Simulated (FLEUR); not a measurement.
HfC:

```
Hf C
1.0
     0.00000    2.32500    2.32500
     2.32500    0.00000    2.32500
     2.32500    2.32500    0.00000
Hf C
1 1
Direct
  0.50000 0.50000 0.50000
  0.00000 0.00000 0.00000
```

```yaml
Program: FLEUR MaX-R8.1 (later development tree)
Task: single point
Functional: PBE
Potentials_or_basis: all-electron
Basis: FLAPW
Kmax: 4.64 1/bohr
k_mesh: 10 × 10 × 10
Occupations: fermi-dirac, width 0.05 eV
Spin: no spin polarisation
Gmax: 14.4 1/bohr
Muffin-tin_radii: Hf 2.44, C 1.51 bohr
lmax: Hf 10, C 8
Local_orbitals_a_species: Hf 4, C 3
Max_iterations: 60
Mixing_factor: 0.05
Mixer: Anderson
Mixer_history: 15
Density_convergence: 1e-05 me/bohr^3
```

On this cell: largest force zero by symmetry; band gap on the k mesh none (metal or under the smearing width).

The same run follows on a disturbed copy (atoms moved at random, drawn with an rms of 0.05 Å):

```xyz
2
Lattice="0.0000 2.3250 2.3250 2.3250 0.0000 2.3250 2.3250 2.3250 0.0000" Properties=species:S:1:pos:R:3 pbc="T T T"
Hf    2.3174    2.2719    2.3181
C     0.0297   -0.0376    0.0215
```

Q: What changes?

A: The energy (extrapolated to zero smearing) moves by +4.8 meV/atom; largest force 0.372 eV/Å; band gap on the k mesh none (metal or under the smearing width).

Forces on the atoms (eV/Å):
```
Hf   0.280  0.117  0.214
C   -0.280 -0.117 -0.214
```
